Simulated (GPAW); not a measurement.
**Pt in GPAW: convergence with bands over the usual count**

Input of the first run (bands over the usual count 0.72); the others differ in this setting and in those tied to it:

The input run.py:

```python
from ase.dft.bandgap import bandgap
from ase.io import read, write
from ase.units import GPa
from gpaw import GPAW, PW

atoms = read('POSCAR')

calc = GPAW(mode=PW(600),
            xc='PBE',
            kpts={'size': (12, 12, 12), 'gamma': True},
            occupations={'name': 'fermi-dirac', 'width': 0.05},
            nbands=12,
            convergence={'density': 1e-05, 'energy': 1e-05},
            maxiter=100,
            txt='gpaw.txt')
atoms.calc = calc
energy = atoms.get_potential_energy()
forces = atoms.get_forces()
stress = atoms.get_stress()
calc.write('gs.gpw')
write('result.traj', atoms)
print(f'Energy: {energy:.6f} eV')
print('Forces (eV/A):')
print(forces.round(4))
print('Stress (GPa):', (stress / GPa).round(3))
print('Fermi level:', round(calc.get_fermi_level(), 4), 'eV')
print(f'Gap: {bandgap(calc)[0]:.4f} eV, direct: {bandgap(calc, direct=True)[0]:.4f} eV')
```

File POSCAR:

```
Pt
1.0
   -1.5842200000      1.5842200000      1.5842200000
    1.5842200000     -1.5842200000      1.5842200000
    1.5842200000      1.5842200000     -1.5842200000
Pt
1
Direct
    0.0000000000      0.0000000000      0.0000000000
```

Potentials or basis: GPAW PAW data sets (gpaw-data 1.2.1), pw.

Command:

```sh
$ OMP_NUM_THREADS=1 python run.py
```

This isn't the form of Pt at room conditions, which is fcc.

Hardware: 1 thread of Arm Neoverse V2, on a shared host.

```
bands over the usual count  energy less the tightest run, at zero smearing (meV/atom)  SCF cycles  CPU time (s)  peak memory (GiB)
                      0.72                                                       0.00           9           7.8               0.13
                       0.8                                                       0.00           9           8.7               0.13
                       0.9                                                       0.00           9           9.3               0.13
                         1                                                       0.00           9           9.8               0.13
                       1.3                                                       0.00           9            12               0.14
                       1.7                                                       0.00           9            16               0.14
                       2.5                                                       0.00           9            22               0.15
```

Against the tightest run, the energy stays within 1 meV/atom from 0.72 on. The tightest run that finished is the yardstick and may itself not be fully converged.

The run has no spin-orbit coupling, so splittings on Pt are missing.
